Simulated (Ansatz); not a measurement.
KBr (zincblende), relaxed with r2SCAN: 7 runs in the plane-wave code Ansatz, each a construction of maximally localised Wannier functions. It is cubic, F-43m (No. 216); conventional cell a = 7.377 Å, 50.17 Å³ an atom. K has 4 Br at 3.19 Å; Br has 4 K at 3.19 Å. All values are calculated for a non-magnetic cell, which may be hypothetical.

```
CELL_PARAMETERS angstrom
0.00000 3.68830 3.68830
3.68830 0.00000 3.68830
3.68830 3.68830 0.00000
ATOMIC_POSITIONS crystal
K 0.00000 0.00000 0.00000
Br 0.25000 0.25000 0.25000
```

Windows count from the top of the filled bands; a dash means that no such window was set (without an outer window there is no disentanglement).

```csv
functional,SCF mesh,trial orbitals,functions,mesh,window (eV),frozen (eV),Ω total (Å²),Ω invariant (Å²),largest spread (Å²),least projectability
PBE,6×6×6,"Br s, Br p",4,4×4×4,–,–,7.21,6.57,1.80,0.72
PBE,6×6×6,"Br s, Br p",4,6×6×6,–,–,7.54,6.93,1.88,0.72
PBE,6×6×6,Br p,3,4×4×4,–,–,5.16,5.14,1.72,0.98
r2SCAN,6×6×6,"Br s, Br p",4,4×4×4,–,–,6.83,6.15,1.71,0.75
r2SCAN,6×6×6,Br p,3,4×4×4,–,–,5.07,5.05,1.69,0.98
HSE06,4×4×4,"Br s, Br p",4,4×4×4,–,–,6.78,6.12,1.70,0.76
HSE06,4×4×4,Br p,3,4×4×4,–,–,5.05,5.03,1.68,0.99
```

For Br s, Br p with PBE the spread goes 7.21 Å² (4×4×4), 7.54 Å² (6×6×6): finite differences on a coarse mesh understate it.

The runs are scalar-relativistic, without spin-orbit coupling.
